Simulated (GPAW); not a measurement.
# Ag2O (Pn-3m) in GPAW: reference runs

How does Ag2O come out in PBEsol? The cell is run as given.

Everything below comes from runs of GPAW 26.7.0. Logs are shortened: lines on timing, memory, paths and dates and some standing lists are left out, and cuts for length are marked. The log counts tension as positive stress, the text compression.

## Step 1: The structure

The structure is cubic, space group Pn-3m (No. 224). Conventional cell: a = 4.718 Å, b = 4.718 Å, c = 4.718 Å, α = 90.00°, β = 90.00°, γ = 90.00°. Around Ag (site symmetry -3m) lie 2 O at 2.04 Å. O (site symmetry -43m) has 4 Ag at 2.04 Å as nearest neighbours.

## Step 2: Single point, PBEsol

The input, run.py:

```python
from ase import Atoms
from ase.dft.bandgap import bandgap
from ase.io import write
from ase.units import Bohr, GPa
from gpaw import GPAW, PW, setup_paths
from gpaw.elf import elf_from_dft_calculation

setup_paths.insert(0, '.')

atoms = Atoms(['Ag', 'Ag', 'Ag', 'Ag', 'O', 'O'],
              cell=[[4.718, 0.0, 0.0],
                    [0.0, 4.718, 0.0],
                    [0.0, 0.0, 4.718]],
              scaled_positions=[[0.75, 0.25, 0.75],
                                [0.75, 0.75, 0.25],
                                [0.25, 0.75, 0.75],
                                [0.25, 0.25, 0.25],
                                [0.5, 0.5, 0.5],
                                [0.0, 0.0, 0.0]],
              pbc=True)

calc = GPAW(mode=PW(800),
            xc='PBEsol',
            kpts={'size': (6, 6, 6), 'gamma': True},
            occupations={'name': 'fermi-dirac', 'width': 0.05},
            nbands=66,
            convergence={'density': 1e-05, 'energy': 1e-05},
            maxiter=150,
            txt='gpaw.txt')
atoms.calc = calc
energy = atoms.get_potential_energy()
forces = atoms.get_forces()
stress = atoms.get_stress()
calc.write('gs.gpw')
write('result.traj', atoms)
print(f'Energy: {energy:.6f} eV')
print('Forces (eV/A):')
print(forces.round(4))
print('Stress (GPa):', (stress / GPa).round(3))
print('Fermi level:', round(calc.get_fermi_level(), 4), 'eV')
print(f'Gap: {bandgap(calc)[0]:.4f} eV, direct: {bandgap(calc, direct=True)[0]:.4f} eV')

# fields on the real-space grid
write('density.cube', atoms, data=calc.get_pseudo_density() * Bohr**3)
write('potential.cube', atoms, data=calc.get_electrostatic_potential())
write('elf.cube', atoms, data=elf_from_dft_calculation(calc).data)
```

Potentials or basis: PAW data sets generated in the run's folder for this functional, pw.

Launch:

```sh
> gpaw-setup -f PBEsol Ag O
> OMP_NUM_THREADS=1 python run.py
```

gpaw.txt:

```text
__  _  _
 | _ |_)|_||  |
 |__||  | ||/\| - 26.7.0

Input parameters:
  mode=PW(ecut=800.0),
  convergence={'density': 1e-05, 'energy': 1e-05},
  kpts=MonkhorstPack(size=(6, 6, 6), gamma=True),
  maxiter=150,
  nbands=66,
  occupations=Occupations(name='fermi-dirac', width=0.05),
  xc=XC(name='PBEsol')

Diagonalizing LCAO Hamiltonian
Converting LCAO to pw mode
    .-----------.
   /|           |
  / | Ag        |
 *  |           |
 |  |      Ag   |
 |  |    O  Ag  |
 |  .-----------.
 | / Ag        /
 |/           /
 O-----------*

Atoms  # Å, Bohr magnetons
|   | symbol |        x |        y |        z |    initial magnetic moments |
|---|--------|----------|----------|----------|-----------------------------|
| 0 |     Ag | 3.538500 | 1.179500 | 3.538500 | ( 0.0000,  0.0000,  0.0000) |
| 1 |     Ag | 3.538500 | 3.538500 | 1.179500 | ( 0.0000,  0.0000,  0.0000) |
| 2 |     Ag | 1.179500 | 3.538500 | 3.538500 | ( 0.0000,  0.0000,  0.0000) |
| 3 |     Ag | 1.179500 | 1.179500 | 1.179500 | ( 0.0000,  0.0000,  0.0000) |
| 4 |      O | 2.359000 | 2.359000 | 2.359000 | ( 0.0000,  0.0000,  0.0000) |
| 5 |      O | 0.000000 | 0.000000 | 0.000000 | ( 0.0000,  0.0000,  0.0000) |

Unit cell  # Å
| periodic |        x |        y |        z |  lengths |    angles |
|----------|----------|----------|----------|----------|-----------|
|      yes | 4.718000 | 0.000000 | 0.000000 | 4.718000 | 90.000000 |
|      yes | 0.000000 | 4.718000 | 0.000000 | 4.718000 | 90.000000 |
|      yes | 0.000000 | 0.000000 | 4.718000 | 4.718000 | 90.000000 |

Number of symmetries: 24
Symmetry operations  # r_c * U_cc + t_c -> r_c
|    | kind |            matrix            |
|----|------|------------------------------|
|  0 |  E   |  1, 0, 0,  0, 1, 0,  0, 0, 1 |
|  1 |  σ   |  1, 0, 0,  0, 0, 1,  0, 1, 0 |
|  2 |  σ   |  1, 0, 0,  0, 0,-1,  0,-1, 0 |
|  3 |  C2  |  1, 0, 0,  0,-1, 0,  0, 0,-1 |
|  4 |  σ   |  0, 1, 0,  1, 0, 0,  0, 0, 1 |
|  5 |  C3  |  0, 1, 0,  0, 0, 1,  1, 0, 0 |
|  6 |  C3  |  0, 1, 0,  0, 0,-1, -1, 0, 0 |
|  7 |  S4  |  0, 1, 0, -1, 0, 0,  0, 0,-1 |
|  8 |  C3  |  0, 0, 1,  1, 0, 0,  0, 1, 0 |
|  9 |  σ   |  0, 0, 1,  0, 1, 0,  1, 0, 0 |
| 10 |  S4  |  0, 0, 1,  0,-1, 0, -1, 0, 0 |
| 11 |  C3  |  0, 0, 1, -1, 0, 0,  0,-1, 0 |
| 12 |  C3  |  0, 0,-1,  1, 0, 0,  0,-1, 0 |
| 13 |  σ   |  0, 0,-1,  0, 1, 0, -1, 0, 0 |
| 14 |  S4  |  0, 0,-1,  0,-1, 0,  1, 0, 0 |
| 15 |  C3  |  0, 0,-1, -1, 0, 0,  0, 1, 0 |
| 16 |  S4  |  0,-1, 0,  1, 0, 0,  0, 0,-1 |
| 17 |  C3  |  0,-1, 0,  0, 0, 1, -1, 0, 0 |
| 18 |  C3  |  0,-1, 0,  0, 0,-1,  1, 0, 0 |
| 19 |  σ   |  0,-1, 0, -1, 0, 0,  0, 0, 1 |
| 20 |  C2  | -1, 0, 0,  0, 1, 0,  0, 0,-1 |
| 21 |  S4  | -1, 0, 0,  0, 0, 1,  0,-1, 0 |
| 22 |  S4  | -1, 0, 0,  0, 0,-1,  0, 1, 0 |
| 23 |  C2  | -1, 0, 0,  0,-1, 0,  0, 0, 1 |

BZ-sampling:
  Number of BZ points: 216
  Number of IBZ points: 20

  Monkhorst-Pack size: [6, 6, 6]
  Monkhorst-Pack shift: [0.08333333333333333, 0.08333333333333333, 0.08333333333333333]

K-points  # in reciprocal-cell coordinates
|     |                                coordinates |     weight |
|-----|--------------------------------------------|------------|
|   0 | (  0.00000000,   0.00000000,   0.00000000) | 0.00462963 |
|   1 | (  0.16666667,   0.00000000,   0.00000000) | 0.02777778 |
|   2 | (  0.16666667,   0.16666667,   0.00000000) | 0.05555556 |
|   3 | (  0.16666667,   0.16666667,   0.16666667) | 0.03703704 |
|   4 | (  0.33333333,   0.00000000,   0.00000000) | 0.02777778 |
|   5 | (  0.33333333,   0.16666667,   0.00000000) | 0.11111111 |
|   6 | (  0.33333333,   0.16666667,   0.16666667) | 0.11111111 |
|   7 | (  0.33333333,   0.33333333,   0.00000000) | 0.05555556 |
|   8 | (  0.33333333,   0.33333333,   0.16666667) | 0.11111111 |
|   9 | (  0.33333333,   0.33333333,   0.33333333) | 0.03703704 |
| ... |                                            |            |
|  19 | (  0.50000000,   0.50000000,   0.50000000) | 0.00462963 |

Plane wave coefficients: 5449
Cutoff: 800.0 eV

Spin-components: 1 (collinear spins)
Bands:           66
Projectors:      34
Spin-degeneracy: 2
Datatype:        complex128

Parallelization:
  kpt:    1
  domain: 1
  band:   1

Density:
  Valence electrons: 80.0
  Components: 1
  Grid points: [32 32 32]
  Charge: 0.0  # |e|

Potential:
  Grid points: [32 32 32]

species:
  Ag:
    name:    Silver
    Z:       47.0
    valence: 17
    core:    30
    charge:  0.0  # [|e|]
    compensation charges:
      type: gauss
      rc: 0.40  # [Å]
      lmax: 2
    cutoffs:
      filter: 2.35  # [Å]
      core: 2.19  # [Å]
    projectors
    | kind |    occ | energy [eV] | rcut [Å] |
    |------|--------|-------------|----------|
    |   5s |  1.000 |      -4.417 |    1.286 |
    |   4p |  6.000 |     -58.524 |    1.328 |
    |   5p |  0.000 |      -0.670 |    1.328 |
    |   4d | 10.000 |      -7.455 |    1.180 |
    |    s |        |      22.795 |    1.286 |
    |    d |        |      19.756 |    1.180 |

    Using partial waves for Ag as LCAO basis

  O:
    name:    Oxygen
    Z:       8.0
    valence: 6
    core:    2
    charge:  0.0  # [|e|]
    compensation charges:
      type: gauss
      rc: 0.21  # [Å]
      lmax: 2
    cutoffs:
      filter: 1.17  # [Å]
      core: 0.83  # [Å]
    projectors
    | kind |    occ | energy [eV] | rcut [Å] |
    |------|--------|-------------|----------|
    |   2s |  2.000 |     -23.808 |    0.688 |
    |   2p |  4.000 |      -8.972 |    0.598 |
    |    s |        |       3.404 |    0.688 |
    |    p |        |      18.239 |    0.598 |
    |    d |        |       0.000 |    0.619 |

    Using partial waves for O as LCAO basis

Reference energy: -582183.804181  # eV

eigensolver:
  PPCG
  Converge bands: occupied
  niter=2

density mixing:
  MSR1-Mixer
  Pratt-step length: 0.05
  Maximum mixing coefficient: 0.75
  Old densities: 10
  SVD Regularization: 0.005
  Good broyden scale: 1.0
  Trust region scale: 1.0
  Backstep threshold: 4.0
  History deletion threshold: 6.0
  Fourier metric: weight=20.0, sigma=0.015

occupation numbers:
  Fermi-Dirac:
    width: 0.0500  # eV

poisson solver:
  ecut: 6400.0  # eV

xc functional:
  name: PBEsol with 2 nearest neighbor stencil

convergence criteria:
- Maximum integral of absolute [dens]ity change: 1e-05 electrons / valence electron
- Maximum [total energy] change in last 3 cyles: 1e-05 eV / valence electron
- Maximum integral of absolute [eigenst]ate change: 4e-08 eV^2 / valence electron
maximum number of iterations: 150

SCF iterations
|iter     | |      energy | eigst |  dens |
|---------|-|-------------|-------|-------|
|iter:   1| |  -28.564232 | +0.06 |       |
|iter:   2| |  -27.389376 | -2.00 | -1.28 |
|iter:   3| |  -24.963201 | -1.51 | -1.34 |
|iter:   4| |  -24.898674 | -3.16 | -1.88 |
|iter:   5| |  -24.882838 | -3.52 | -2.13 |
|iter:   6| |  -24.881864 | -4.63 | -2.93 |
|iter:   7| |  -24.881695 | -5.55 | -3.31 |
|iter:   8| |  -24.881714c| -6.27 | -3.76 |
|iter:   9| |  -24.881703c| -6.85 | -4.11 |
|iter:  10| |  -24.881703c| -7.46c| -4.63 |
|iter:  11| |  -24.881703c| -7.74c| -5.05c|

Converged in 11 steps
Energy contributions relative to reference atoms: (reference = -582183.804181)

Energy contributions:
  Kinetic:          20.225766
  Coulomb:         -25.311450
  Zero:              0.755253
  External:          0.000000
  Xc:              -20.550281
  Entropy:          -0.001982
  Spinorbit:         0.000000
  ----------------------------
  Free energy:     -24.882694
  Extrapolated:    -24.881703

dipole moment: (-13.243794, -13.243794, -13.243794)  # |e|*Ang

Fermi level: 4.766
Eigenvalues  # (at kpt = [0.000, 0.000, 0.000])
| band index |      eig [eV] | occ [0-2] |
|------------|---------------|-----------|
|          0 |       -49.929 |     2.000 |
|        ... |               |           |
|         33 |         1.876 |     2.000 |
|         34 |         2.059 |     2.000 |
|         35 |         2.059 |     2.000 |
|         36 |         2.059 |     2.000 |
|         37 |         4.670 |     1.746 |
|         38 |         4.684 |     1.680 |
[... 8 lines left out ...]
|         47 |        13.289 |     0.000 |
|         48 |        13.289 |     0.000 |
|        ... |               |           |
|         65 |        25.832 |     0.000 |

No gap
No difference between direct/indirect transitions

Forces  # eV/Ang
|        x |        y |        z |
|----------|----------|----------|
| -0.00001 |  0.00001 | -0.00001 |  # Ag   0
| -0.00001 | -0.00001 |  0.00001 |  # Ag   1
|  0.00001 | -0.00001 | -0.00001 |  # Ag   2
|  0.00001 |  0.00001 |  0.00001 |  # Ag   3
| -0.00000 | -0.00000 | -0.00000 |  # O    4
| -0.00000 |  0.00000 |  0.00000 |  # O    5

Stress tensor  # eV/Ang^3
|         x |         y |         z |
|-----------|-----------|-----------|
|  0.003195 |  0.000000 | -0.000000 |
|  0.000000 |  0.003195 | -0.000000 |
| -0.000000 | -0.000000 |  0.003195 |

# Writing to gs.gpw (mode='')
```

Wall time 1.9 min (1 thread of Arm Neoverse V2, shared host); peak memory 0.36 GiB.

Results:

* Free energy: -24.8827 eV
* Pressure: -0.5 GPa
* Band gap on the k mesh: none (metal or under the smearing width)

Levels at points of the mesh, in eV from the Fermi level:
```tsv
k point	band 38	band 39	band 40	band 41	band 42	band 43
(0.00, 0.00, 0.00)	-0.10	-0.08	-0.08	-0.08	1.78	1.78
(0.50, 0.00, 0.00)	-1.73	-0.57	-0.57	1.94	1.94	4.55
(0.50, 0.50, 0.00)	-1.75	-0.93	-0.93	1.91	1.91	3.59
(0.50, 0.50, 0.50)	-0.79	-0.79	-0.79	2.33	2.33	2.33
```
